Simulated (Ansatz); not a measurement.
## Σ5 (310) boundary in bcc Mo with Si (substitutional): structure and resistance

How much does the Σ5 (310) boundary in bcc Mo with Si (substitutional) reflect electrons?

Main program and level: Ansatz 0.2.0; Ansatz plane-wave DFT, PBE, PAW files; relaxation of a bicrystal slab with its lowest layers held; PAW set soft_1, in the first sound run; inputs show where later runs differ.

## Step 1: The structure

The cell holds 20 atoms: 19 Mo and 1 Si. Its edges and angles: a = 5.219 Å, b = 3.147 Å, c = 30.308 Å, α = 90.0°, β = 90.0°, γ = 72.5°. It derives from Mo. built on the (3 1 0) plane; 1 overlapping atoms removed and the grains opened by 0.4 Å. Vacuum lies along c.

## Step 2: Relaxing the bicrystal

The boundary is built by mirroring the lower grain in the boundary plane and removing any atoms that overlap; then the Si is put in at the boundary. A thin bicrystal slab is relaxed first, with the lowest layers held and the upper grain free to shift and open.

The input, input.yaml:

```yaml
crystal:
  lattice:
    - [5.2187091076, 0.0, 0.0]
    - [0.9488562014, 3.0005467684, 0.0]
    - [0.0, 0.0, 30.3082068143]
  atoms:
    - { symbol: Mo, position: [0.7999999999, 0.6000000001, 0.1649718187] }
    - { symbol: Mo, position: [0.1999999999, 0.9, 0.1978067794] }
    - { symbol: Mo, position: [0.5999999999, 0.2, 0.2306417401] }
    - { symbol: Mo, position: [1.0, 0.5, 0.2634767008] }
    - { symbol: Mo, position: [0.4, 0.8, 0.2963116615] }
    - { symbol: Mo, position: [0.8, 0.1, 0.3291466222] }
    - { symbol: Mo, position: [0.2, 0.4, 0.3619815829] }
    - { symbol: Mo, position: [0.6, 0.7, 0.3948165436] }
    - { symbol: Si, position: [0.0, 0.0, 0.4276515043] }
    - { symbol: Mo, position: [0.6, 0.7, 0.4736842105] }
    - { symbol: Mo, position: [0.2, 0.4, 0.5065191712] }
    - { symbol: Mo, position: [0.8, 0.1, 0.5393541319] }
    - { symbol: Mo, position: [0.4, 0.8, 0.5721890926] }
    - { symbol: Mo, position: [1.0, 0.5, 0.6050240533] }
    - { symbol: Mo, position: [0.5999999999, 0.2, 0.637859014] }
    - { symbol: Mo, position: [0.1999999999, 0.9, 0.6706939747] }
    - { symbol: Mo, position: [0.7999999999, 0.6000000001, 0.7035289354] }
    - { symbol: Mo, position: [0.3999999999, 0.3000000001, 0.7363638961] }
    - { symbol: Mo, position: [0.9999999999, 1.0e-10, 0.7691988568] }
    - { symbol: Mo, position: [0.5999999999, 0.7000000001, 0.8020338175] }
kpoints:
  mp_grid: { grid: [8, 8, 1] }
hamiltonian:
  xc: pbe
  pseudopotentials: { kind: paw, azcp: { folder: soft_1 } }
scf:
  occupations: { method: fermi_dirac, width: 0.1 }
relax:
  f_tol: 0.03
  max_steps: 80
  constraints: [{ sites: [0, 1, 2, 3] }]
```

On the command line:

```sh
> ansatz run input.yaml --threads 4 --pin off --max-ram 15360MiB --backend cpu --events-out ev --progress --plain --runs-dir out
```

Numbers of over 12 decimals in the logs are rounded to 6 here.

Output:

```text
Engine: ansatz 0.2.0, aarch64-unknown-linux-gnu
Pseudopotentials: kind: paw
Pseudopotential: Mo, paw, valence charge 14, recommended cutoff 420 eV (normal), soft_1/Mo.paw.azcp
Pseudopotential: Si, paw, valence charge 4, recommended cutoff 420 eV (normal), soft_1/Si.paw.azcp
Functional definition: PBE
  parameter kappa = 0.804
  parameter beta = 0.066725
  exchange = pbe_x(kappa = kappa, mu = beta*pi^2/3)
  correlation = pbe_c(beta = beta)
Crystal: 20 atoms, lattice volume = 474.596 Å³
Basis set: ecut = 420 eV, 9333 PW (Γ), exchange–correlation on 72×48×432 points (8 copies of the dense FFT grid, shifted against one another)
Bands: 162, of which v1, the nominal top of the filled ones, is band 135 counted from 1 (134 counted from 0)
Symmetry: 2 space group operations
Space group: Cm (ITA 8), of the structure as read, at distance tolerance 7.8e-5 Å
k-points: 21 of 64 (time reversal used)
Non-local potential: Mo, projectors of the file, l = 0: 3, l = 1: 2, l = 2: 2, l = 3: 1
Non-local potential: Si, projectors of the file, l = 0: 2, l = 1: 2, l = 2: 1
PAW form: soft (Blöchl's): semilocal exchange-correlation on the pseudo side does not see the compensation charge
PAW one-centre angular grid: Mo, 590 points (default); XC on 64 Gauss nodes
PAW one-centre angular grid: Si, 110 points (default); XC on 64 Gauss nodes
Initial density: superposition of atomic densities (neutral atoms: chi_scale 0, normalization atom)
Initial wavefunctions: pseudopotential atomic-orbital guess
Functional: x = pbe(κ = 0.804, μ = 0.219515), c = pbe(β = 0.066725)
SCF iter   1: F=—  HF=-94808.226400 eV  |F-HF|=—  |Δ(HF+E_count)|=         —  Δρ=8.69e-2  dr2=2.20e2  ethr=3.10e-3  ⟨swp⟩=8.5  Hψ=15330  notcnv=0
preconditioner: auto → LDOS  [metal: Δε(μ)=0.022 eV  Ē_g=4.493 eV  σ=0.100 eV  W_gap=0.06  n_scr=116 (ndim 8)  ℏωp=18.5 eV  f_vac=0.274  D(μ)=14.10/eV (n_scr^D=96)  β→1.0]
SCF iter   2: F=—  HF=-94803.430622 eV  |F-HF|=—  |Δ(HF+E_count)|=    4.80e0  Δρ=7.79e-2  dr2=3.32e2  ethr=3.10e-3  ⟨swp⟩=4.4  Hψ=9409  notcnv=0  defer=1
SCF iter   3: F=—  HF=-94793.152538 eV  |F-HF|=—  |Δ(HF+E_count)|=    1.03e1  Δρ=1.37e-2  dr2=5.02e0  ethr=3.10e-3  ⟨swp⟩=4.1  Hψ=8473  notcnv=0
SCF iter   4: F=—  HF=-94792.952474 eV  |F-HF|=—  |Δ(HF+E_count)|=   2.00e-1  Δρ=4.41e-3  dr2=1.31e-1  ethr=1.86e-3  ⟨swp⟩=2.5  Hψ=4766  notcnv=0
SCF iter   5: F=—  HF=-94792.921273 eV  |F-HF|=—  |Δ(HF+E_count)|=   3.12e-2  Δρ=1.56e-3  dr2=7.07e-2  ethr=4.86e-5  ⟨swp⟩=3.5  Hψ=7785  notcnv=0
SCF iter   6: F=—  HF=-94792.920318 eV  |F-HF|=—  |Δ(HF+E_count)|=   9.56e-4  Δρ=6.97e-4  dr2=1.48e-2  ethr=2.62e-5  ⟨swp⟩=2.3  Hψ=4455  notcnv=0
SCF iter   7: F=—  HF=-94792.921064 eV  |F-HF|=—  |Δ(HF+E_count)|=   7.46e-4  Δρ=1.73e-4  dr2=3.69e-4  ethr=5.48e-6  ⟨swp⟩=1.8  Hψ=3761  notcnv=0
SCF iter   8: F=—  HF=-94792.921108 eV  |F-HF|=—  |Δ(HF+E_count)|=   4.42e-5  Δρ=8.09e-5  dr2=2.38e-4  ethr=1.37e-7  ⟨swp⟩=3.1  Hψ=6939  notcnv=0
SCF iter   9: F=-94792.921107 eV  HF=-94792.921110 eV  |F-HF|=3.70e-6  |Δ(HF+E_count)|=   2.30e-6  Δρ=2.61e-5  dr2=1.02e-5  ethr=8.33e-9  ⟨swp⟩=3.9  Hψ=13418  notcnv=0
SCF 1 converged in 9 iterations: F = -94792.921107 eV  dr2 = 1.02e-5
  greatest PAW one-centre occupation: 0.999 electrons in one spin orbital (limit 2), on the Mo atom at site 17 (counted from 0), in its partial waves of l = 0
relax step   1: F+E_penalty+E_count = -94792.92110670 eV  Δ(F+E_penalty+E_count) = +0.000e0 eV  max|allowed force component| = 1.802e0 eV/Å  Δτ_max = 0.0000 Å  (9 SCF iters, dr2 threshold 2.25e-5 eV, accepted)
Initial density: handed on by an earlier stage of this run
Initial wavefunctions: those handed on with the density
iter 1 solved again at ethr=5.25e-4 eV; its pass at ethr=3.10e-3 eV (dr2=1.42e0 eV) is discarded
SCF iter   1: F=—  HF=-94793.384286 eV  |F-HF|=—  |Δ(HF+E_count)|=         —  Δρ=1.09e-2  dr2=1.68e0  ethr=5.25e-4  ⟨swp⟩=1.9  Hψ=10802  notcnv=0
eigensolver tolerance schedule calibrated: the retry pair's looser diagonalisation under-reported the residual by θ = 0.15 (0.20/decade); ethr = c·dr2/N_el runs at the constant in force after the calibration composes with the one it found (an armed cap, an earlier calibration), c = 2.5e-2
preconditioner: auto → LDOS  [metal: Δε(μ)=0.013 eV  Ē_g=3.977 eV  σ=0.100 eV  W_gap=0.03  n_scr=116 (ndim 8)  ℏωp=18.5 eV  f_vac=0.281  D(μ)=16.12/eV (n_scr^D=116)  β→1.0]
SCF iter   2: F=—  HF=-94793.332053 eV  |F-HF|=—  |Δ(HF+E_count)|=   5.22e-2  Δρ=5.06e-3  dr2=3.12e-1  ethr=1.54e-4  ⟨swp⟩=4.8  Hψ=8199  notcnv=0
SCF iter   3: F=—  HF=-94793.298340 eV  |F-HF|=—  |Δ(HF+E_count)|=   3.37e-2  Δρ=1.76e-3  dr2=3.81e-2  ethr=2.86e-5  ⟨swp⟩=3.0  Hψ=6971  notcnv=0
SCF iter   4: F=—  HF=-94793.292230 eV  |F-HF|=—  |Δ(HF+E_count)|=   6.11e-3  Δρ=3.36e-4  dr2=1.33e-3  ethr=3.50e-6  ⟨swp⟩=3.0  Hψ=7073  notcnv=0
SCF iter   5: F=—  HF=-94793.292273 eV  |F-HF|=—  |Δ(HF+E_count)|=   4.21e-5  Δρ=1.10e-4  dr2=1.51e-4  ethr=1.22e-7  ⟨swp⟩=2.9  Hψ=6905  notcnv=0
SCF iter   6: F=-94793.292308 eV  HF=-94793.292310 eV  |F-HF|=1.37e-6  |Δ(HF+E_count)|=   3.71e-5  Δρ=4.58e-5  dr2=1.83e-5  ethr=9.19e-9  ⟨swp⟩=2.4  Hψ=13534  notcnv=0
SCF 2 converged in 6 iterations: F = -94793.292308 eV  dr2 = 1.83e-5
relax step   2: F+E_penalty+E_count = -94793.29230835 eV  Δ(F+E_penalty+E_count) = -3.712e-1 eV  max|allowed force component| = 7.141e-1 eV/Å  Δτ_max = 0.1948 Å  (6 SCF iters, dr2 threshold 1.00e-4 eV, accepted)
SCF iter   1: F=—  HF=-94793.655769 eV  |F-HF|=—  |Δ(HF+E_count)|=         —  Δρ=1.73e-2  dr2=1.17e1  ethr=3.10e-3  ⟨swp⟩=5.4  Hψ=8200  notcnv=0
preconditioner: auto → LDOS  [metal: Δε(μ)=0.008 eV  Ē_g=4.013 eV  σ=0.100 eV  W_gap=0.02  n_scr=116 (ndim 8)  ℏωp=18.5 eV  f_vac=0.286  D(μ)=15.92/eV (n_scr^D=116)  β→1.0]
SCF iter   2: F=—  HF=-94793.452533 eV  |F-HF|=—  |Δ(HF+E_count)|=   2.03e-1  Δρ=5.45e-3  dr2=1.98e-1  ethr=3.10e-3  ⟨swp⟩=2.0  Hψ=4270  notcnv=0
SCF iter   3: F=—  HF=-94793.416221 eV  |F-HF|=—  |Δ(HF+E_count)|=   3.63e-2  Δρ=2.99e-3  dr2=8.59e-2  ethr=7.35e-5  ⟨swp⟩=3.2  Hψ=7211  notcnv=0
SCF iter   4: F=—  HF=-94793.398903 eV  |F-HF|=—  |Δ(HF+E_count)|=   1.73e-2  Δρ=4.92e-4  dr2=3.13e-3  ethr=3.18e-5  ⟨swp⟩=2.0  Hψ=6220  notcnv=0
SCF iter   5: F=—  HF=-94793.399148 eV  |F-HF|=—  |Δ(HF+E_count)|=   2.45e-4  Δρ=1.75e-4  dr2=3.66e-4  ethr=1.16e-6  ⟨swp⟩=3.0  Hψ=6577  notcnv=0
SCF iter   6: F=-94793.399184 eV  HF=-94793.399191 eV  |F-HF|=6.71e-6  |Δ(HF+E_count)|=   4.29e-5  Δρ=5.23e-5  dr2=2.53e-5  ethr=1.18e-8  ⟨swp⟩=3.8  Hψ=13921  notcnv=0
SCF 3 converged in 6 iterations: F = -94793.399184 eV  dr2 = 2.53e-5
  greatest PAW one-centre occupation: 0.999 electrons in one spin orbital (limit 2), on the Mo atom at site 2 (counted from 0), in its partial waves of l = 0
relax step   3: F+E_penalty+E_count = -94793.39918393 eV  Δ(F+E_penalty+E_count) = -1.069e-1 eV  max|allowed force component| = 1.985e-1 eV/Å  Δτ_max = 0.1944 Å  (6 SCF iters, dr2 threshold 3.19e-5 eV, accepted)
[... from here on, the SCF cycles and remarks between the steps are left out ...]
relax step   4: F+E_penalty+E_count = -94793.42062080 eV  Δ(F+E_penalty+E_count) = -2.144e-2 eV  max|allowed force component| = 2.519e-1 eV/Å  Δτ_max = 0.1481 Å  (8 SCF iters, dr2 threshold 3.05e-6 eV, accepted)
relax step   5: F+E_penalty+E_count = -94793.42109873 eV  Δ(F+E_penalty+E_count) = -4.779e-4 eV  max|allowed force component| = 3.436e-1 eV/Å  Δτ_max = 0.2000 Å  (7 SCF iters, dr2 threshold 4.91e-6 eV, accepted)
relax step   6: F+E_penalty+E_count = -94793.44139804 eV  Δ(F+E_penalty+E_count) = -2.030e-2 eV  max|allowed force component| = 4.839e-2 eV/Å  Δτ_max = 0.0676 Å  (5 SCF iters, dr2 threshold 1.00e-4 eV, accepted)
relax step   7: F+E_penalty+E_count = -94793.44142516 eV  Δ(F+E_penalty+E_count) = -2.712e-5 eV  max|allowed force component| = 4.818e-2 eV/Å  Δτ_max = 0.0000 Å  (5 SCF iters, accepted)
relax step   8: F+E_penalty+E_count = -94793.44499339 eV  Δ(F+E_penalty+E_count) = -3.568e-3 eV  max|allowed force component| = 1.941e-2 eV/Å  Δτ_max = 0.0563 Å  (8 SCF iters, accepted)
relax step   9: F+E_penalty+E_count = -94793.45421394 eV  Δ(F+E_penalty+E_count) = -9.221e-3 eV  max|allowed force component| = 7.963e-2 eV/Å  Δτ_max = 0.1973 Å  (10 SCF iters, accepted)
relax step  10: F+E_penalty+E_count = -94793.46745109 eV  Δ(F+E_penalty+E_count) = -1.324e-2 eV  max|allowed force component| = 2.174e-1 eV/Å  Δτ_max = 0.1956 Å  (8 SCF iters, dr2 threshold 1.03e-6 eV, accepted)
relax step  11: F+E_penalty+E_count = -94793.48711591 eV  Δ(F+E_penalty+E_count) = -1.966e-2 eV  max|allowed force component| = 3.844e-1 eV/Å  Δτ_max = 0.1948 Å  (6 SCF iters, dr2 threshold 4.73e-5 eV, accepted)
relax step  12: F+E_penalty+E_count = -94793.52163710 eV  Δ(F+E_penalty+E_count) = -3.452e-2 eV  max|allowed force component| = 5.451e-1 eV/Å  Δτ_max = 0.1930 Å  (6 SCF iters, dr2 threshold 1.00e-4 eV, accepted)
relax step  13: F+E_penalty+E_count = -94793.54866645 eV  Δ(F+E_penalty+E_count) = -2.703e-2 eV  max|allowed force component| = 4.694e-1 eV/Å  Δτ_max = 0.1928 Å  (6 SCF iters, dr2 threshold 1.00e-4 eV, accepted)
relax step  14: F+E_penalty+E_count = -94793.56410154 eV  Δ(F+E_penalty+E_count) = -1.544e-2 eV  max|allowed force component| = 2.420e-1 eV/Å  Δτ_max = 0.0635 Å  (5 SCF iters, dr2 threshold 1.00e-4 eV, accepted)
relax step  15: F+E_penalty+E_count = -94793.57168179 eV  Δ(F+E_penalty+E_count) = -7.580e-3 eV  max|allowed force component| = 2.483e-1 eV/Å  Δτ_max = 0.0571 Å  (6 SCF iters, dr2 threshold 1.56e-5 eV, accepted)
relax step  16: F+E_penalty+E_count = -94793.57734800 eV  Δ(F+E_penalty+E_count) = -5.666e-3 eV  max|allowed force component| = 7.733e-2 eV/Å  Δτ_max = 0.0395 Å  (5 SCF iters, dr2 threshold 1.64e-5 eV, accepted)
relax step  17: F+E_penalty+E_count = -94793.57805538 eV  Δ(F+E_penalty+E_count) = -7.074e-4 eV  max|allowed force component| = 4.449e-2 eV/Å  Δτ_max = 0.0088 Å  (6 SCF iters, accepted)
SCF iter   1: F=—  HF=-94793.577886 eV  |F-HF|=—  |Δ(HF+E_count)|=         —  Δρ=8.27e-4  dr2=1.02e-2  ethr=2.34e-5  ⟨swp⟩=2.3  Hψ=5665  notcnv=0
preconditioner: auto → LDOS  [metal: Δε(μ)=0.012 eV  Ē_g=4.015 eV  σ=0.100 eV  W_gap=0.03  n_scr=116 (ndim 8)  ℏωp=18.5 eV  f_vac=0.291  D(μ)=16.20/eV (n_scr^D=116)  β→1.0]
SCF iter   2: F=—  HF=-94793.577553 eV  |F-HF|=—  |Δ(HF+E_count)|=   3.33e-4  Δρ=2.91e-4  dr2=8.84e-4  ethr=3.78e-6  ⟨swp⟩=1.4  Hψ=3968  notcnv=0
SCF iter   3: F=—  HF=-94793.577456 eV  |F-HF|=—  |Δ(HF+E_count)|=   9.72e-5  Δρ=1.60e-4  dr2=2.32e-4  ethr=3.27e-7  ⟨swp⟩=2.3  Hψ=6014  notcnv=0
SCF iter   4: F=—  HF=-94793.577404 eV  |F-HF|=—  |Δ(HF+E_count)|=   5.17e-5  Δρ=5.01e-5  dr2=1.55e-5  ethr=8.60e-8  ⟨swp⟩=2.5  Hψ=5904  notcnv=0
SCF iter   5: F=—  HF=-94793.578167 eV  |F-HF|=—  |Δ(HF+E_count)|=   7.63e-4  Δρ=1.24e-5  dr2=1.12e-6  ethr=5.72e-9  ⟨swp⟩=2.0  Hψ=5925  notcnv=0
SCF iter   6: F=-94793.578167 eV  HF=-94793.578167 eV  |F-HF|=2.23e-8  |Δ(HF+E_count)|=   8.10e-8  Δρ=2.78e-6  dr2=6.81e-8  ethr=3.70e-11  ⟨swp⟩=3.9  Hψ=15857  notcnv=0
SCF 18 converged in 6 iterations: F = -94793.578167 eV  dr2 = 6.81e-8
relax step  18: F+E_penalty+E_count = -94793.57816655 eV  Δ(F+E_penalty+E_count) = -1.112e-4 eV  max|allowed force component| = 2.891e-2 eV/Å  Δτ_max = 0.0084 Å  (6 SCF iters, accepted)
SCF converged after 6 iterations
Free energy (F): -94793.578167 eV
Harris-Foulkes:  -94793.578167 eV  (|F-HF|=2.23e-8)
Internal energy: -94793.041936 eV  (E = F + TS)
E sigma→0 (E₀):  -94793.310052 eV
Entropy (-TS):   -0.536230 eV (-26.812 meV/atom)
Fermi energy:    12.197010 eV
--- Per-component energies (eV) ---
  E_band       = -3348.763809
  E_kinetic    = 8056.467556
  E_local      = -246247.980423  (includes V_loc(G=0)·N_el)
  E_nonlocal   = 2848.523688
  E_hartree    = 119624.147587
  E_xc         = -3397.884997
  E_vxc        = -4212.810785  (∫ρ·V_xc dr)
  E_paw        = -61539.079415  (= ΣΔE_a)
  E_vpaw       = -3041.304489  (= ΣTr[D̂ρ^β])
  E_aug_tail   = 0.000966  (compensation charges beyond the density's cutoff)
  E_ewald      = 85862.763102
  E_smearing   = -0.536230  (= −TS)
  E_closure    = 0.000000  (closes the sum)
  Σ components = -94793.578167   (vs F -94793.578167, Δ=0.00e0)
--- Forces (eV/Å), atoms counted from 1 ---
  atom   1  Mo     0.33453423    -0.10578901     1.74932240
  atom   2  Mo    -0.41749432     0.13202330    -0.33533193
  atom   3  Mo     0.04782394    -0.01512326    -0.92491205
  atom   4  Mo     0.02945745    -0.00931526    -0.48437818
  atom   5  Mo    -0.00367415     0.00116187     0.00035107
  atom   6  Mo     0.00868250    -0.00274565     0.00475348
  atom   7  Mo     0.00303898    -0.00096101    -0.00441500
  atom   8  Mo    -0.00639154     0.00202118    -0.00926351
  atom   9  Si     0.00731128    -0.00231203     0.00189580
  atom  10  Mo     0.02207120    -0.00697953    -0.00470955
  atom  11  Mo    -0.02890931     0.00914193     0.00697612
  atom  12  Mo    -0.00078390     0.00024789     0.01012761
  atom  13  Mo     0.00291295    -0.00092115    -0.00533840
  atom  14  Mo     0.00069626    -0.00022018    -0.00436341
  atom  15  Mo    -0.00082010     0.00025934     0.00043134
  atom  16  Mo    -0.00003375     0.00001067     0.00163436
  atom  17  Mo     0.00002753    -0.00000871     0.00139161
  atom  18  Mo     0.00269913    -0.00085354    -0.00207784
  atom  19  Mo    -0.00110188     0.00034845     0.00080691
  atom  20  Mo     0.00016642    -0.00005263    -0.00311583
  max |Σ_I F_I| component: 2.15e-4 eV/Å
--- Relaxed structure (18 steps of the walk, 18 accepted, 0 SCFs on fresh bases) ---
  F+E_penalty+E_count = -94793.57816655 eV   max|allowed force component| = 2.891e-2 eV/Å
  atoms:
    - { symbol: Mo, position: [0.7999999999, 0.600000, 0.1649718187] }
    - { symbol: Mo, position: [0.1999999999, 0.900000, 0.1978067794] }
    - { symbol: Mo, position: [0.5999999999, 0.200000, 0.2306417401] }
    - { symbol: Mo, position: [1.0, 0.5, 0.2634767008] }
    - { symbol: Mo, position: [0.398274, 0.800863, 0.296467] }
    - { symbol: Mo, position: [0.800986, 0.099507, 0.329035] }
    - { symbol: Mo, position: [0.192810, 0.403595, 0.363279] }
    - { symbol: Mo, position: [0.607356, 0.696322, 0.392202] }
    - { symbol: Si, position: [0.171690, -0.085845, 0.435710] }
    - { symbol: Mo, position: [0.826840, 0.586580, 0.465259] }
    - { symbol: Mo, position: [0.421413, 0.289294, 0.495050] }
    - { symbol: Mo, position: [1.034682, -0.017341, 0.529258] }
    - { symbol: Mo, position: [0.629412, 0.685294, 0.561539] }
    - { symbol: Mo, position: [1.232244, 0.383878, 0.594847] }
    - { symbol: Mo, position: [0.833175, 0.083412, 0.627369] }
    - { symbol: Mo, position: [0.436507, 0.781746, 0.660907] }
    - { symbol: Mo, position: [1.035858, 0.482071, 0.693347] }
    - { symbol: Mo, position: [0.632566, 0.183717, 0.727828] }
    - { symbol: Mo, position: [1.224228, -0.112114, 0.760117] }
    - { symbol: Mo, position: [0.849956, 0.575022, 0.786123] }
```

It took 18 min on 4 threads of Arm Neoverse V1, shared host; peak memory 2.4 GiB; 69 min of CPU time.

Step by step:

```
step  energy less that of the first step (eV)  largest force component (eV/Å)
   1                                   0.0000                          1.8024
   2                                  -0.3712                          0.7141
   3                                  -0.4781                          0.1985
   4                                  -0.4995                          0.2519
   5                                  -0.5000                          0.3436
   6                                  -0.5203                          0.0484
   7                                  -0.5203                          0.0482
   8                                  -0.5239                          0.0194
   9                                  -0.5331                          0.0796
  10                                  -0.5463                          0.2174
  11                                  -0.5660                          0.3844
  12                                  -0.6005                          0.5451
  13                                  -0.6276                          0.4694
  14                                  -0.6430                          0.2420
  15                                  -0.6506                          0.2483
  16                                  -0.6562                          0.0773
  17                                  -0.6569                          0.0445
  18                                  -0.6571                          0.0289
```

The run keeps the 2 symmetry operations that it works with, so distortions that break them were not tested.

The atoms that moved most (Å):

```
atom     dx      dy      dz  length
Mo20  1.186  -0.375  -0.482   1.334
Mo16  1.122  -0.355  -0.297   1.214
Mo17  1.119  -0.354  -0.309   1.213
Mo12  1.113  -0.352  -0.306   1.207
Mo15  1.106  -0.350  -0.318   1.203
Mo14  1.102  -0.348  -0.308   1.196
Mo13  1.088  -0.344  -0.323   1.186
Mo18  1.103  -0.349  -0.259   1.186
```

Numbers from this step:

```yaml
free_energy: -94793.5782 eV
energy_at_zero_smearing: -94793.3101 eV
fermi_energy: 12.20 eV
```

The largest force component on a free atom ends at 0.029 eV/Å, under the tolerance of 0.03, after 18 steps.

(Continued in part 2 of 2.)

[Logs are printed without paths, hosts, clocks, repeated set-up lines and the standing remarks that a program may print on its own settings, such as how far it seeks lower states.]

[Hosts, paths, dates, database ids (printed as entryN), source tags and the programs' standing remarks are cut or masked in the printed files.]
